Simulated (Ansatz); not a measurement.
# Cu: a line through an energy map

Aim: follow the energy of Cu (Cmcm, No. 63; 2 atoms in the cell) along one coordinate, equal normal strain along x and y, with the other held at amplitude of mode 4 (91 cm⁻¹) = −0.28 Å.

Method: DFT PBE, scalar-relativistic, plane waves, PAW, in Ansatz 0.2.0.

2 further runs of the same task are left out: 2 set aside as unsound or not needed. Runs told in other sessions of the task aren't counted.

### 1 The starting structure

Symmetry: Cmcm, No. 63, orthorhombic system. Conventional cell: a = 2.477 Å, b = 8.062 Å, c = 2.514 Å, α = 90.00°, β = 90.00°, γ = 90.00°. Cu (site symmetry m2m) has 10 Cu at 2.48 to 2.57 Å in its first shell of neighbours.

Coordinates:

```cif
data_structure
_symmetry_space_group_name_H-M 'P 1'
_symmetry_Int_Tables_number 1
_cell_length_a 4.2169
_cell_length_b 4.2169
_cell_length_c 2.5142
_cell_angle_alpha 90.000
_cell_angle_beta 90.000
_cell_angle_gamma 145.837
_cell_volume 25.11
loop_
_atom_site_label
_atom_site_type_symbol
_atom_site_fract_x
_atom_site_fract_y
_atom_site_fract_z
_atom_site_occupancy
Cu1 Cu 0.13404 0.86596 0.25000 1
Cu2 Cu 0.86596 0.13404 0.75000 1
```

It goes back to an entry of the Materials Project, which need not be the stable form.

It is the result of an earlier relaxation at this level (volume 12.55 Å³/atom; gap on the mesh: none (metal)).

### 2 What is varied

The energy is mapped over a normal mode and a strain (zone-centre modes of the cell shown) (x along [1 0 0], y along [0 1 0], z along [0 0 1] of the conventional cell).

The axes are (1) amplitude of mode 4 (91 cm⁻¹), largest displacement in the unstrained cell: 5 values from −0.28 Å; (2) equal normal strain along x and y: 5 values from −4 to 4 %.

Nothing else is relaxed (the pattern is fixed in fractional coordinates). Energies count from the relaxed high-symmetry cell. Points are written as (first, second).

The modes come from a phonon run on the reference cell, made beforehand.

The patterns, per unit of each coordinate (Å):

```csv
atom,x1,y1,z1
Cu1,1.000,0.000,0.000
Cu2,-1.000,0.000,0.000
```

### 3 Point (−0.28 Å, −4 %)

File input.yaml:

```yaml
crystal:
  lattice:
    - [1.1890956427, -3.869650588, 0.0]
    - [1.1890956427, 3.869650588, 0.0]
    - [0.0, 0.0, 2.5142119659]
  atoms:
    - { symbol: Cu, position: [0.0210080975, 0.7529377565, 0.25] }
    - { symbol: Cu, position: [0.9789919025, 0.2470622435, 0.75] }
basis:
  ecutwfc: 520.0
kpoints:
  mp_grid: { grid: [18, 18, 18] }
hamiltonian:
  xc: pbe
  pseudopotentials: { kind: paw, azcp: { folder: soft_1 } }
scf:
  occupations: { method: gaussian, width: 0.15 }
output:
  forces: true
  stress: true
  eigenvalues: true
```

The run is started by

```bash
ansatz run input.yaml --threads 2 --pin off --max-ram 4096MiB --backend cpu --events-out ev --progress --plain --runs-dir out
```

Standard output, cut to the lines that bear on the results:

```text
Warning: RAYON_NUM_THREADS=2 ignored (pool sized by the plan → 2); use --threads N
[...]
Pseudopotentials: kind: paw
Pseudopotential: Cu, paw, valence charge 19, recommended cutoff 420 eV (normal), <dir>
Functional definition: PBE
[...]
Crystal: 2 atoms, lattice volume = 23.138 Å³
Basis set: ecut = 520 eV, 623 PW (Γ), exchange–correlation on 64×64×40 points (8 copies of the dense FFT grid, shifted against one another)
Bands: 23, of which v1, the nominal top of the filled ones, is band 19 counted from 1 (18 counted from 0)
Symmetry: 4 space group operations
Space group: P21/m (ITA 11), of the structure as read, at distance tolerance 2.8e-5 Å
k-points: 1640 of 5832
[...]
SCF iter   1: F=—  HF=-13251.603923 eV  |F-HF|=—  |Δ(HF+E_count)|=         —  Δρ=2.62e-1  dr2=9.41e0  ethr=3.10e-3  ⟨swp⟩=4.4  Hψ=133940  notcnv=0
[...]
SCF iter   8: F=-13249.850260 eV  HF=-13249.850260 eV  |F-HF|=4.32e-9  |Δ(HF+E_count)|=   1.26e-6  Δρ=1.18e-5  dr2=1.85e-8  ethr=2.63e-10  ⟨swp⟩=5.7  Hψ=167226  notcnv=0
[...]
SCF converged after 8 iterations
Free energy (F): -13249.850260 eV
[...]
E sigma→0 (E₀):  -13249.847143 eV
Entropy (-TS):   -0.006234 eV (-3.117 meV/atom)
Fermi energy:    16.774540 eV
[...]
--- Forces (eV/Å), atoms counted from 1 ---
  atom   1  Cu     0.49821681     1.37265439     0.00000000
  atom   2  Cu    -0.49821681    -1.37265439    -0.00000000
[...]
--- Stress (GPa, compression-positive) ---
       15.028944      13.690054       0.000000
       13.690055      20.418415       0.000000
        0.000000       0.000000      11.900184
  P = ⅓ Tr σ = 15.7825 GPa (157.825 kbar)
--- Band table (eV; the first three rows and the last of 1640) ---
  k-point 0: bands = ["-95.9032", "-95.8739", "-53.3940", "-53.2580", "-53.2070", "-53.1945", "-53.1683", "-53.1599", "7.2308", "11.5813", "12.3546", "12.6306", "13.3242", "14.1155", "14.8236", "14.8354", "14.9354", "15.0239", "15.5115", "16.8498", "22.1238", "30.4643", "35.7801"]
[...]
```

Wall time 56 s (2 threads of Arm Neoverse N1, shared host); peak memory 1.1 GiB.

Energy on the map's scale: 242 meV.

### 4 The run at (−0.28 Å, −2 %)

Changes to input.yaml since step 3:

```diff
@@ -2,4 +2,4 @@
   lattice:
-    - [1.1890956427, -3.869650588, 0.0]
-    - [1.1890956427, 3.869650588, 0.0]
+    - [1.2138684686, -3.9502683086, 0.0]
+    - [1.2138684686, 3.9502683086, 0.0]
     - [0.0, 0.0, 2.5142119659]
```

The run is started by

```bash
ansatz run input.yaml --threads 2 --pin off --max-ram 4096MiB --backend cpu --events-out ev --progress --plain --runs-dir out
```

Standard output, cut to the lines that bear on the results:

```text
Warning: RAYON_NUM_THREADS=2 ignored (pool sized by the plan → 2); use --threads N
[...]
Pseudopotentials: kind: paw
Pseudopotential: Cu, paw, valence charge 19, recommended cutoff 420 eV (normal), <dir>
Functional definition: PBE
[...]
Crystal: 2 atoms, lattice volume = 24.112 Å³
Basis set: ecut = 520 eV, 643 PW (Γ), exchange–correlation on 64×64×40 points (8 copies of the dense FFT grid, shifted against one another)
Bands: 23, of which v1, the nominal top of the filled ones, is band 19 counted from 1 (18 counted from 0)
Symmetry: 4 space group operations
Space group: P21/m (ITA 11), of the structure as read, at distance tolerance 2.9e-5 Å
k-points: 1640 of 5832
[...]
SCF iter   1: F=—  HF=-13251.666061 eV  |F-HF|=—  |Δ(HF+E_count)|=         —  Δρ=2.57e-1  dr2=9.56e0  ethr=3.10e-3  ⟨swp⟩=4.2  Hψ=133328  notcnv=0
[...]
SCF iter   8: F=-13249.930181 eV  HF=-13249.930181 eV  |F-HF|=9.16e-9  |Δ(HF+E_count)|=   1.19e-6  Δρ=1.35e-5  dr2=2.46e-8  ethr=2.63e-10  ⟨swp⟩=5.7  Hψ=165767  notcnv=0
[...]
SCF converged after 8 iterations
Free energy (F): -13249.930181 eV
[...]
E sigma→0 (E₀):  -13249.926829 eV
Entropy (-TS):   -0.006704 eV (-3.352 meV/atom)
Fermi energy:    15.900959 eV
[...]
--- Forces (eV/Å), atoms counted from 1 ---
  atom   1  Cu     0.44489958     1.17599374     0.00000000
  atom   2  Cu    -0.44489958    -1.17599374    -0.00000000
[...]
--- Stress (GPa, compression-positive) ---
        5.821882      11.550870      -0.000000
       11.550871      12.053020       0.000000
       -0.000000       0.000000       6.978580
  P = ⅓ Tr σ = 8.2845 GPa (82.845 kbar)
--- Band table (eV; the first three rows and the last of 1640) ---
  k-point 0: bands = ["-96.6750", "-96.6509", "-54.1539", "-54.0326", "-53.9931", "-53.9806", "-53.9497", "-53.9426", "6.6693", "10.9332", "11.6972", "11.9514", "12.6740", "13.2569", "13.9907", "14.0074", "14.1207", "14.2021", "14.6419", "15.9354", "20.8545", "29.9198", "34.1072"]
[...]
```

It took 58 s on 2 threads of Arm Neoverse N1, shared host; peak memory 1.1 GiB.

On the map this point reads 162 meV.

### 5 Grid point (−0.28 Å, 0 %)

Changes to input.yaml since step 4:

```diff
@@ -2,4 +2,4 @@
   lattice:
-    - [1.2138684686, -3.9502683086, 0.0]
-    - [1.2138684686, 3.9502683086, 0.0]
+    - [1.2386412945, -4.0308860292, 0.0]
+    - [1.2386412945, 4.0308860292, 0.0]
     - [0.0, 0.0, 2.5142119659]
```

The run is started by

```bash
ansatz run input.yaml --threads 2 --pin off --max-ram 4096MiB --backend cpu --events-out ev --progress --plain --runs-dir out
```

Standard output, cut to the lines that bear on the results:

```text
Warning: RAYON_NUM_THREADS=2 ignored (pool sized by the plan → 2); use --threads N
[...]
Pseudopotentials: kind: paw
Pseudopotential: Cu, paw, valence charge 19, recommended cutoff 420 eV (normal), <dir>
Functional definition: PBE
[...]
Crystal: 2 atoms, lattice volume = 25.106 Å³
Basis set: ecut = 520 eV, 687 PW (Γ), exchange–correlation on 64×64×40 points (8 copies of the dense FFT grid, shifted against one another)
Bands: 23, of which v1, the nominal top of the filled ones, is band 19 counted from 1 (18 counted from 0)
Symmetry: 4 space group operations
Space group: P21/m (ITA 11), of the structure as read, at distance tolerance 2.9e-5 Å
k-points: 1640 of 5832
[...]
SCF iter   1: F=—  HF=-13251.673250 eV  |F-HF|=—  |Δ(HF+E_count)|=         —  Δρ=2.53e-1  dr2=9.66e0  ethr=3.10e-3  ⟨swp⟩=4.1  Hψ=132800  notcnv=0
[...]
SCF iter   8: F=-13249.963216 eV  HF=-13249.963216 eV  |F-HF|=1.03e-8  |Δ(HF+E_count)|=   1.05e-6  Δρ=1.37e-5  dr2=2.58e-8  ethr=2.63e-10  ⟨swp⟩=5.7  Hψ=165729  notcnv=0
[...]
SCF converged after 8 iterations
Free energy (F): -13249.963216 eV
[...]
E sigma→0 (E₀):  -13249.959619 eV
Entropy (-TS):   -0.007192 eV (-3.596 meV/atom)
Fermi energy:    15.086704 eV
[...]
--- Forces (eV/Å), atoms counted from 1 ---
  atom   1  Cu     0.39532649     0.99866963     0.00000000
  atom   2  Cu    -0.39532649    -0.99866963     0.00000000
[...]
--- Stress (GPa, compression-positive) ---
       -1.202935       9.654121       0.000000
        9.654121       5.228057       0.000000
        0.000000       0.000000       2.994237
  P = ⅓ Tr σ = 2.3398 GPa (23.398 kbar)
--- Band table (eV; the first three rows and the last of 1640) ---
  k-point 0: bands = ["-97.4011", "-97.3814", "-54.8690", "-54.7628", "-54.7307", "-54.7204", "-54.6833", "-54.6773", "6.1453", "10.3168", "11.0740", "11.3079", "12.0570", "12.4521", "13.2089", "13.2301", "13.3559", "13.4306", "13.8268", "15.0839", "19.6643", "29.4118", "32.4930"]
[...]
```

Run time: 60 s. Hardware: 2 threads of Arm Neoverse N1, shared host; peak memory 1.1 GiB.

On the map this point reads 129 meV.

### 6 Grid point (−0.28 Å, 2 %)

Changes to input.yaml since step 5:

```diff
@@ -2,4 +2,4 @@
   lattice:
-    - [1.2386412945, -4.0308860292, 0.0]
-    - [1.2386412945, 4.0308860292, 0.0]
+    - [1.2634141204, -4.1115037498, 0.0]
+    - [1.2634141204, 4.1115037498, 0.0]
     - [0.0, 0.0, 2.5142119659]
```

The run is started by

```bash
ansatz run input.yaml --threads 2 --pin off --max-ram 4096MiB --backend cpu --events-out ev --progress --plain --runs-dir out
```

Standard output, cut to the lines that bear on the results:

```text
Warning: RAYON_NUM_THREADS=2 ignored (pool sized by the plan → 2); use --threads N
[...]
Pseudopotentials: kind: paw
Pseudopotential: Cu, paw, valence charge 19, recommended cutoff 420 eV (normal), <dir>
Functional definition: PBE
[...]
Crystal: 2 atoms, lattice volume = 26.120 Å³
Basis set: ecut = 520 eV, 715 PW (Γ), exchange–correlation on 64×64×40 points (8 copies of the dense FFT grid, shifted against one another)
Bands: 23, of which v1, the nominal top of the filled ones, is band 19 counted from 1 (18 counted from 0)
Symmetry: 4 space group operations
Space group: P21/m (ITA 11), of the structure as read, at distance tolerance 3.0e-5 Å
k-points: 1640 of 5832
[...]
SCF iter   1: F=—  HF=-13251.634883 eV  |F-HF|=—  |Δ(HF+E_count)|=         —  Δρ=2.47e-1  dr2=9.71e0  ethr=3.10e-3  ⟨swp⟩=3.9  Hψ=132280  notcnv=0
[...]
SCF iter   8: F=-13249.958035 eV  HF=-13249.958035 eV  |F-HF|=1.49e-8  |Δ(HF+E_count)|=   9.18e-7  Δρ=1.57e-5  dr2=3.51e-8  ethr=2.63e-10  ⟨swp⟩=5.7  Hψ=167579  notcnv=0
[...]
SCF converged after 8 iterations
Free energy (F): -13249.958035 eV
[...]
E sigma→0 (E₀):  -13249.954400 eV
Entropy (-TS):   -0.007270 eV (-3.635 meV/atom)
Fermi energy:    14.323690 eV
[...]
--- Forces (eV/Å), atoms counted from 1 ---
  atom   1  Cu     0.34915096     0.83895653     0.00000000
  atom   2  Cu    -0.34915096    -0.83895653     0.00000000
[...]
--- Stress (GPa, compression-positive) ---
       -6.492763       7.982609       0.000000
        7.982609      -0.328262       0.000000
        0.000000       0.000000      -0.187543
  P = ⅓ Tr σ = -2.3362 GPa (-23.362 kbar)
--- Band table (eV; the first three rows and the last of 1640) ---
  k-point 0: bands = ["-98.0846", "-98.0684", "-55.5422", "-55.4511", "-55.4235", "-55.4164", "-55.3729", "-55.3677", "5.6556", "9.7302", "10.4833", "10.6979", "11.4713", "11.6975", "12.4742", "12.4993", "12.6373", "12.7058", "13.0623", "14.2898", "18.5473", "28.9370", "30.9722"]
[...]
```

It took 62 s on 2 threads of Arm Neoverse N1, shared host; peak memory 1.2 GiB.

On the map this point reads 134 meV.

### 7 Variant: hubbard.sites [{species: Cu, l: d, u_eff: 8.0}], hubbard.double_counting fll, ecutwfc left out

Changes to input.yaml since step 6:

```diff
@@ -8,4 +8,2 @@
     - { symbol: Cu, position: [0.9789919025, 0.2470622435, 0.75] }
-basis:
-  ecutwfc: 520.0
 kpoints:
@@ -15,2 +13,3 @@
   pseudopotentials: { kind: paw, azcp: { folder: soft_1 } }
+  hubbard: { sites: [{ species: Cu, l: d, u_eff: 8.0 }], double_counting: fll }
 scf:
@@ -19,3 +18,3 @@
   forces: true
+  eigenvalues: true
   stress: true
-  eigenvalues: true
```

The run is started by

```bash
ansatz run input.yaml --threads 2 --pin off --max-ram 4096MiB --backend cpu --events-out ev --progress --plain --runs-dir out
```

Standard output, cut to the lines that bear on the results:

```text
Warning: RAYON_NUM_THREADS=2 ignored (pool sized by the plan → 2); use --threads N
Cu: projections on atomic orbitals take those of the free atom [Ne] 3s2 3p6 3d10 4s1, of charge +0.00 (hamiltonian.pseudopotentials.projection_atoms); the dataset's partial waves leave at most 2.0e-6 of an orbital's norm unspanned inside its sphere
[...]
Pseudopotentials: kind: paw
Pseudopotential: Cu, paw, valence charge 19, recommended cutoff 420 eV (normal), <dir>
Functional definition: PBE
[...]
Crystal: 2 atoms, lattice volume = 26.120 Å³
Basis set: ecut = 420 eV, 521 PW (Γ), exchange–correlation on 60×60×36 points (8 copies of the dense FFT grid, shifted against one another)
Bands: 23, of which v1, the nominal top of the filled ones, is band 19 counted from 1 (18 counted from 0)
Symmetry: 4 space group operations
Space group: P21/m (ITA 11), of the structure as read, at distance tolerance 3.0e-5 Å
k-points: 1640 of 5832
[...]
SCF iter   1: F=—  HF=-13249.467950 eV  |F-HF|=—  |Δ(HF+E_count)|=         —  Δρ=1.26e-1  dr2=2.61e0  ethr=3.10e-3  ⟨swp⟩=4.0  Hψ=130923  notcnv=0
[...]
SCF iter   8: F=-13248.887902 eV  HF=-13248.887902 eV  |F-HF|=7.48e-9  |Δ(HF+E_count)|=   4.44e-7  Δρ=1.55e-5  dr2=3.97e-8  ethr=2.63e-10  ⟨swp⟩=3.0  Hψ=137467  notcnv=0
[...]
SCF converged after 8 iterations
Free energy (F): -13248.887902 eV
[...]
E sigma→0 (E₀):  -13248.885124 eV
Entropy (-TS):   -0.005557 eV (-2.779 meV/atom)
Fermi energy:    13.859818 eV
[...]
--- Forces (eV/Å), atoms counted from 1 ---
  atom   1  Cu     0.33769597     0.81047796     0.00000000
  atom   2  Cu    -0.33769597    -0.81047796     0.00000000
[...]
--- Stress (GPa, compression-positive) ---
       -3.680216       7.749184       0.000000
        7.749184       3.488564       0.000000
        0.000000       0.000000       4.058766
  P = ⅓ Tr σ = 1.2890 GPa (12.890 kbar)
--- Band table (eV; the first three rows and the last of 1640) ---
[... band rows left out ...]
[...]
Occupation matrices written to <dir>
```

It took 76 s on 2 threads of Arm Neoverse N1, shared host; peak memory 1.4 GiB.

```csv
run,ending,energy change,pressure (GPa),gap (eV),force (eV/Å),cycles,time
step 6,converged,0,-2.3,0.00,0.91,8,62 s
variant,converged,+535.1 meV/atom (Hubbard term changed: no physical gain or loss),1.3,0.00,0.88,8,76 s
```

Changing the Hubbard U, double counting of the Hubbard term and cutoff moves the energy by +535.1 meV/atom, and the pressure goes from -2.3 to 1.3 GPa and the largest force goes from 0.91 to 0.88 eV/Å. The U term adds an energy of its own, so the shift says nothing about which run is better.

### 8 Grid point (−0.28 Å, 4 %)

Changes to input.yaml since step 6:

```diff
@@ -2,4 +2,4 @@
   lattice:
-    - [1.2634141204, -4.1115037498, 0.0]
-    - [1.2634141204, 4.1115037498, 0.0]
+    - [1.2881869463, -4.1921214704, 0.0]
+    - [1.2881869463, 4.1921214704, 0.0]
     - [0.0, 0.0, 2.5142119659]
```

The run is started by

```bash
ansatz run input.yaml --threads 2 --pin off --max-ram 4096MiB --backend cpu --events-out ev --progress --plain --runs-dir out
```

Standard output, cut to the lines that bear on the results:

```text
Warning: RAYON_NUM_THREADS=2 ignored (pool sized by the plan → 2); use --threads N
[...]
Pseudopotentials: kind: paw
Pseudopotential: Cu, paw, valence charge 19, recommended cutoff 420 eV (normal), <dir>
Functional definition: PBE
[...]
Crystal: 2 atoms, lattice volume = 27.155 Å³
Basis set: ecut = 520 eV, 739 PW (Γ), exchange–correlation on 72×72×40 points (8 copies of the dense FFT grid, shifted against one another)
Bands: 23, of which v1, the nominal top of the filled ones, is band 19 counted from 1 (18 counted from 0)
Symmetry: 4 space group operations
Space group: P21/m (ITA 11), of the structure as read, at distance tolerance 3.0e-5 Å
k-points: 1640 of 5832
[...]
SCF iter   1: F=—  HF=-13251.559129 eV  |F-HF|=—  |Δ(HF+E_count)|=         —  Δρ=2.42e-1  dr2=9.71e0  ethr=3.10e-3  ⟨swp⟩=3.8  Hψ=131931  notcnv=0
[...]
SCF iter   8: F=-13249.921721 eV  HF=-13249.921721 eV  |F-HF|=2.81e-8  |Δ(HF+E_count)|=   8.36e-7  Δρ=1.91e-5  dr2=5.56e-8  ethr=2.63e-10  ⟨swp⟩=5.7  Hψ=167676  notcnv=0
[...]
SCF converged after 8 iterations
Free energy (F): -13249.921721 eV
[...]
E sigma→0 (E₀):  -13249.918207 eV
Entropy (-TS):   -0.007029 eV (-3.514 meV/atom)
Fermi energy:    13.601854 eV
[...]
--- Forces (eV/Å), atoms counted from 1 ---
  atom   1  Cu     0.30606326     0.69504347     0.00000000
  atom   2  Cu    -0.30606326    -0.69504347     0.00000000
[...]
--- Stress (GPa, compression-positive) ---
      -10.436511       6.509022       0.000000
        6.509022      -4.864341       0.000000
        0.000000       0.000000      -2.642284
  P = ⅓ Tr σ = -5.9810 GPa (-59.810 kbar)
--- Band table (eV; the first three rows and the last of 1640) ---
  k-point 0: bands = ["-98.7286", "-98.7152", "-56.1771", "-56.0997", "-56.0751", "-56.0714", "-56.0221", "-56.0175", "5.1971", "9.1715", "9.9231", "10.1188", "10.9150", "10.9898", "11.7825", "11.8111", "11.9615", "12.0243", "12.3447", "13.5481", "17.4979", "28.4926", "29.5385"]
[...]
```

It took 62 s on 2 threads of Arm Neoverse N1, shared host; peak memory 1.2 GiB.

Energy on the map's scale: 171 meV.

### 9 The same system, input altered

Changes to input.yaml since step 8:

```diff
@@ -9,3 +9,3 @@
 basis:
-  ecutwfc: 520.0
+  ecutwfc: "40 Ry/bohr"
 kpoints:
@@ -17,5 +17,6 @@
   occupations: { method: gaussian, width: 0.15 }
+  max_iter: 60
 output:
   forces: true
+  eigenvalues: true
   stress: true
-  eigenvalues: true
```

The run is started by

```bash
ansatz run input.yaml --threads 2 --pin off --max-ram 4096MiB --backend cpu --events-out ev --progress --plain --runs-dir out
```

Standard output:

```text
Error: YAML parse error: error: line 10 column 12: unknown unit factor `Ry/bohr`
  --> <input>:10:12
   |
 8 |     - { symbol: Cu, position: [0.9789919025, 0.2470622435, 0.75] }
 9 | basis:
10 |   ecutwfc: "40 Ry/bohr"
   |            ^ unknown unit factor `Ry/bohr`
11 | kpoints:
12 |   mp_grid: { grid: [18, 18, 18] }
   |
```

It took 0.04 s on 2 threads of Arm Neoverse N1, shared host; peak memory 0.02 GiB.

### 10 Why it ended so

The run ended at the input check. The line that matters: «line 10 column 12: unknown unit factor `Ry/bohr`»

In the input, basis.ecutwfc is 40 Ry/bohr. A slip in the unit of the value.

The cure: set basis.ecutwfc to 520.0.

### 11 The line in numbers

```
equal normal strain along x and y (%)  step  energy (meV)  slope (meV per %)  pressure (GPa)  largest force on an atom (eV/Å)
                                   −4     3           242                −53            15.8                             1.46
                                   −2     4           162                −27             8.3                             1.26
                                    0     5           129                 −6             2.3                             1.07
                                    2     6           134                 11            −2.3                             0.91
                                    4     8           171                 25            −6.0                             0.76
```

Energies count from the relaxed high-symmetry cell. Slopes come from the forces (and the stress, where the cell changes), not from differences of energies.

```csv
run,outcome
"step 7, run with hubbard.sites [{species: Cu, l: d, u_eff: 8.0}], hubbard.double_counting fll, ecutwfc left out (against step 6)",+535.1 meV/atom; the pressure goes from -2.3 to 1.3 GPa; the largest force goes from 0.91 to 0.88 eV/Å
"step 9, run with ecutwfc 40 Ry/bohr (against step 8)",refused
```

What this shows: Of the points computed the energy is lowest at 0 %, 129 meV from the zero. A fit to energies and slopes at the lowest point and its two neighbours puts the minimum at 0.7 %, with a curvature of about 8.9 meV per %². The highest point computed, at −4 %, lies 113 meV above the lowest. This is one cut through a surface in two coordinates; the map's lowest point lies off it.
